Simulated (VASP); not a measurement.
GaN: relaxation of cell and atoms with PBEsol

GaN:

```
Ga N
1.0
     0.00000    2.24709    2.24709
     2.24709    0.00000    2.24709
     2.24709    2.24709    0.00000
Ga N
1 1
Direct
  0.00000 0.00000 0.00000
  0.75000 0.75000 0.75000
```

The cell is a database's computed one.

```json
{
  "Program": "VASP 6.6.1",
  "Task": "relaxation of cell and atoms",
  "Functional": "PBEsol",
  "Potentials or basis": "VASP PAW PBE potentials, release 64 (Ga_d, N)",
  "Cutoff": "600 eV",
  "k mesh": "10 × 10 × 10",
  "Occupations": "gaussian, width 0.03 eV",
  "Spin": "no spin polarisation",
  "Further INCAR settings": "ALGO = Normal; EDIFF = 1e-07; IBRION = 2; EDIFFG = -0.005; NSW = 90; ISIF = 3"
}
```

The relaxed volume is 11.35 Å³/atom. The relaxed cell is a = 3.179 Å, b = 3.179 Å, c = 3.179 Å, α = 60.00°, β = 60.00°, γ = 60.00° and the space group after relaxing (to 0.05 Å) is F-43m (No. 216). The energy gained by relaxing is 0.0 meV/atom and the ionic steps are 3. The pressure after relaxing is 0.0 GPa and the band gap on the k mesh is 1.73 eV, direct.

Final structure:
```xyz
2
Lattice="0.0000 2.2476 2.2476 2.2476 0.0000 2.2476 2.2476 2.2476 0.0000" Properties=species:S:1:pos:R:3 pbc="T T T"
Ga    0.0000    0.0000    0.0000
N     3.3713    3.3713    3.3713
```

Levels at points of the mesh, in eV from the valence-band top:
```tsv
k point	band 7	band 8	band 9	band 10	band 11	band 12
(0.00, 0.00, 0.00)	0.00	0.00	0.00	1.73	10.25	10.25
(0.50, 0.00, 0.00)	-7.17	-0.99	-0.99	4.62	8.67	10.31
(0.50, 0.50, 0.00)	-6.21	-2.76	-2.76	3.23	6.61	11.63
```

Wall time 17 s on 1 thread of Intel(R) Xeon(R) 6975P-C (Granite Rapids), with other jobs on the host, peak memory 0.17 GiB.

Caveat: the PAW data sets were made with another functional, which shifts forces and pressure a little.
